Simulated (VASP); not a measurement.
## GaP: band structure with HSEsol

Crystal: GaP.

```
CELL_PARAMETERS angstrom
0.00000 2.72525 2.72525
2.72525 0.00000 2.72525
2.72525 2.72525 0.00000
ATOMIC_POSITIONS crystal
Ga 0.00000 0.00000 0.00000
P 0.75000 0.75000 0.75000
```

```json
{
  "Program": "VASP 6.6.1",
  "Task": "band structure",
  "Functional": "HSEsol",
  "Potentials or basis": "VASP PAW PBE potentials, release 64 (Ga_d, P)",
  "Cutoff": "520 eV",
  "k mesh": "4 × 4 × 4",
  "Occupations": "fermi-dirac, width 0.05 eV",
  "Spin": "no spin polarisation",
  "Grid for exact exchange (PRECFOCK)": "Fast",
  "Further INCAR settings": "ALGO = Normal; EDIFF = 1e-06; NBANDS = 16"
}
```

```json
{
 "Pressure": "-1.2 GPa",
 "Band gap on the k mesh": "2.22 eV, indirect (least direct gap 2.76 eV)",
 "Band gap along the path": "2.20 eV, indirect (least direct gap 2.76 eV)"
}
```

Levels at the corners of the path, in eV from the valence-band top:
| point | band 5 | band 6 | band 7 | band 8 | band 9 | band 10 | band 11 | band 12 | band 13 | band 14 |
| --- | --- | --- | --- | --- | --- | --- | --- | --- | --- | --- |
| Γ | -16.97 | -13.80 | 0.00 | 0.00 | 0.00 | 2.76 | 4.74 | 4.74 | 4.74 | 9.70 |
| X | -16.95 | -10.56 | -7.38 | -2.95 | -2.95 | 2.22 | 2.51 | 12.04 | 12.04 | 12.52 |
| X | -16.95 | -10.56 | -7.38 | -2.95 | -2.95 | 2.22 | 2.51 | 12.04 | 12.04 | 12.52 |
| W | -16.96 | -10.46 | -7.13 | -3.92 | -3.73 | 5.46 | 5.97 | 6.99 | 7.10 | 12.96 |
| W | -16.96 | -10.46 | -7.13 | -3.92 | -3.73 | 5.46 | 5.97 | 6.99 | 7.10 | 12.96 |
| K | -16.96 | -10.60 | -7.14 | -4.31 | -2.47 | 2.86 | 5.71 | 9.40 | 9.45 | 10.46 |
| K | -16.96 | -10.60 | -7.14 | -4.31 | -2.47 | 2.86 | 5.71 | 9.40 | 9.45 | 10.46 |
| Γ | -16.97 | -13.80 | 0.00 | 0.00 | 0.00 | 2.76 | 4.74 | 4.74 | 4.74 | 9.70 |
| Γ | -16.97 | -13.80 | 0.00 | 0.00 | 0.00 | 2.76 | 4.74 | 4.74 | 4.74 | 9.70 |
| L | -16.96 | -11.55 | -7.28 | -1.22 | -1.22 | 2.47 | 5.59 | 5.59 | 9.14 | 12.07 |
| L | -16.96 | -11.55 | -7.28 | -1.22 | -1.22 | 2.47 | 5.59 | 5.59 | 9.14 | 12.07 |
| U | -16.96 | -10.60 | -7.14 | -4.31 | -2.47 | 2.86 | 5.71 | 9.40 | 9.45 | 10.46 |
| U | -16.96 | -10.60 | -7.14 | -4.31 | -2.47 | 2.86 | 5.71 | 9.40 | 9.45 | 10.46 |
| W | -16.96 | -10.46 | -7.13 | -3.92 | -3.73 | 5.46 | 5.97 | 6.99 | 7.10 | 12.96 |
| W | -16.96 | -10.46 | -7.13 | -3.92 | -3.73 | 5.46 | 5.97 | 6.99 | 7.10 | 12.96 |
| L | -16.96 | -11.55 | -7.28 | -1.22 | -1.22 | 2.47 | 5.59 | 5.59 | 9.14 | 12.07 |
| L | -16.96 | -11.55 | -7.28 | -1.22 | -1.22 | 2.47 | 5.59 | 5.59 | 9.14 | 12.07 |
| K | -16.96 | -10.60 | -7.14 | -4.31 | -2.47 | 2.86 | 5.71 | 9.40 | 9.45 | 10.46 |
| U | -16.96 | -10.60 | -7.14 | -4.31 | -2.47 | 2.86 | 5.71 | 9.40 | 9.45 | 10.46 |
| X | -16.95 | -10.56 | -7.38 | -2.95 | -2.95 | 2.22 | 2.51 | 12.04 | 12.04 | 12.52 |

Wall time 12 min on 1 thread of Intel(R) Xeon(R) Platinum 8488C (Sapphire Rapids), on a shared host, peak memory 0.28 GiB.

Caveat: the k mesh is coarse (spacing up to 0.50 Å⁻¹), so the values aren't converged, least of all with exact exchange; the PAW data sets were made with another functional, which shifts forces and pressure a little.
